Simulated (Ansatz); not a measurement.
# Ta2Si: equilibrium cell

Method: plane-wave DFT with PAW (Ansatz; 420 eV, 500 eV for r²SCAN). Each run relaxes cell and atoms to zero pressure from this start:

```cif
data_structure
_symmetry_space_group_name_H-M 'P 1'
_symmetry_Int_Tables_number 1
_cell_length_a 5.0435
_cell_length_b 5.0435
_cell_length_c 5.0435
_cell_angle_alpha 104.499
_cell_angle_beta 104.499
_cell_angle_gamma 119.951
_cell_volume 96.24
loop_
_atom_site_label
_atom_site_type_symbol
_atom_site_fract_x
_atom_site_fract_y
_atom_site_fract_z
_atom_site_occupancy
Ta1 Ta 0.66359 0.83641 0.50000 1
Ta2 Ta 0.83641 0.33641 0.17281 1
Ta3 Ta 0.33641 0.16359 0.50000 1
Ta4 Ta 0.16359 0.66359 0.82719 1
Si1 Si 0.25000 0.25000 0.00000 1
Si2 Si 0.75000 0.75000 0.00000 1
```

```json
{"Γ-centred k-mesh": "10×10×10", "occupation rule": "Gaussian smearing, 0.1 eV", "spin treatment": "unpolarised"}
```

Lengths are those of the conventional cell, space group I4/mcm.

```
dispersion correction a (Å) c (Å) volume (Å³/atom) gap on mesh (eV)
         PBEsol, none  6.137  5.040             15.82             metal
       PBEsol, D3(BJ)  6.079  4.988             15.36             metal
   PBEsol, D3(BJ)+ATM  6.090  4.998             15.45             metal
           PBEsol, D4  6.119  5.024             15.67             metal
         r2SCAN, none  6.168  5.049             16.01             metal
```

**Question.** What does r2SCAN, rVV10 give?

**Answer.** It gives:

```json
{"dispersion correction": "r2SCAN, rVV10", "a (Å)": "6.155", "c (Å)": "5.038", "volume (Å³/atom)": "15.91", "gap on mesh (eV)": "metal"}
```

Cost: 6 runs of about 30 core-minutes in all, on Intel Xeon Processor @ 2.50GHz (Skylake/Cascade Lake) (shared hosts).